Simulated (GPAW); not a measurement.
**PtS2: relaxation of cell and atoms with BLYP+D3(BJ)**

The system is PtS2.

```xyz
3
Lattice="3.5432 0.0000 0.0000 -1.7716 3.0685 0.0000 0.0000 0.0000 5.0388" Properties=species:S:1:pos:R:3 pbc="T T T"
Pt    0.0000    0.0000    0.0000
S     1.7716    1.0228    3.8950
S     0.0000    2.0457    1.1438
```

* Program: GPAW 26.7.0
* Task: relaxation of cell and atoms
* Functional: BLYP
* Dispersion: D3(BJ)
* Potentials or basis: PAW data sets generated in the run's folder for this functional
* Cutoff: 600 eV
* Basis: pw
* k mesh: 9 × 9 × 5
* Occupations: fermi-dirac, width 0.05 eV
* Spin: no spin polarisation
* Eigensolver: davidson
* Maxiter: 150
* Optimizer: BFGS
* Fmax: 0.01 eV/Å
* Max steps: 40
* Convergence: density=1e-05 forces=0.0001

```yaml
Relaxed_volume: 17.31 Å³/atom
Relaxed_cell: a = 3.603 Å, b = 3.603 Å, c = 4.618 Å, α = 90.00°, β = 90.00°, γ = 120.00°
Space_group_after_relaxing_to_0.05_Å: P-3m1 (No. 164)
Energy_gained_by_relaxing: 97.0 meV/atom
Ionic_steps: 15
Pressure_after_relaxing: 0.0 GPa
Band_gap_on_the_k_mesh: none (metal or under the smearing width)
Dispersion_energy_per_atom: -0.994 eV
```

Step by step:
```tsv
step	energy change (eV)	largest force (eV/Å)	pressure (GPa)	volume (Å³)
1	0.0000	1.8665	10.03	54.78
2	-0.1265	1.2225	5.10	55.69
3	-0.2117	0.3178	-1.30	56.92
4	-0.2173	0.1814	-2.04	56.93
5	-0.2270	0.0085	-2.71	56.57
6	-0.2401	0.1844	-2.67	55.60
7	-0.2517	0.2499	-1.47	54.18
8	-0.2583	0.1696	0.01	53.26
9	-0.2635	0.0369	1.15	52.77
10	-0.2696	0.0919	1.89	52.43
11	-0.2792	0.2045	2.22	51.98
12	-0.2874	0.1862	1.55	51.68
13	-0.2904	0.0858	0.53	51.79
14	-0.2910	0.0134	0.03	51.91
15	-0.2911	0.0002	-0.01	51.92
```

Final structure:
```yaml
crystal:
  lattice:
    - [3.60299, 0.00000, 0.00000]
    - [-1.80149, 3.12028, 0.00000]
    - [0.00000, 0.00000, 4.61795]
  atoms:
    - { symbol: Pt, position: [0.00000, 0.00000, 0.00000] }
    - { symbol: S, position: [0.66667, 0.33333, 0.73488] }
    - { symbol: S, position: [0.33333, 0.66667, 0.26512] }
```

Levels at points of the mesh, in eV from the Fermi level:
| k point | band 10 | band 11 | band 12 | band 13 | band 14 | band 15 | band 16 | band 17 | band 18 | band 19 |
| --- | --- | --- | --- | --- | --- | --- | --- | --- | --- | --- |
| (0.00, 0.00, 0.00) | -4.03 | -2.40 | -1.49 | -1.49 | 0.18 | 1.02 | 1.02 | 3.84 | 4.97 | 7.55 |

Run time: 11 min on 1 thread of Arm Neoverse V1 (shared host), peak memory 0.41 GiB.

Caveat: later steps reuse the first step's grids; pairwise dispersion overbinds metals, which lowers pressure and volume. The run has no spin-orbit coupling, so splittings on Pt are missing.
